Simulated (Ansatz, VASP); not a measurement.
# MgO: VASP beside Ansatz

```
Mg O
1.0
     4.27030    0.00000    0.00000
     0.00000   -4.27030    0.00000
     0.00000    0.00000   -4.27030
Mg O
4 4
Cartesian
  0.0000 -2.1351 -2.1351
  2.1351 0.0000 -2.1351
  2.1351 -2.1351 0.0000
  0.0000 0.0000 0.0000
  2.1351 0.0000 0.0000
  0.0000 -2.1351 0.0000
  0.0000 0.0000 -2.1351
  2.1351 -2.1351 -2.1351
```

Alike in both runs: task single point; functional PBEsol; k mesh 6 × 6 × 6; occupations gaussian, width 0.05 eV; no spin polarisation.

|  | VASP | Ansatz |
| --- | --- | --- |
| version | VASP 6.6.1 | Ansatz 0.2.0 |
| potentials or method | VASP PAW PBE potentials, release 64 (Mg, O) | scalar-relativistic, plane waves, PAW |
| plane-wave cutoff (eV) | 520 | 420 |
| valence electrons in the cell | 32 | 64 |

```tsv
	VASP	Ansatz	Ansatz less VASP
gap on the k mesh at the Fermi level (eV)	4.25	4.25	0.000
least direct gap on the mesh (eV)	4.25	4.25	0.000
pressure (GPa)	-6.3	-5.8	+0.55
```

The functional is the same, so the differences come from potentials, cutoffs and numerics. The two sets of potentials don't hold the same shells in valence.

Caveats: the PAW data sets were made with another functional, which shifts forces and pressure a little (VASP).
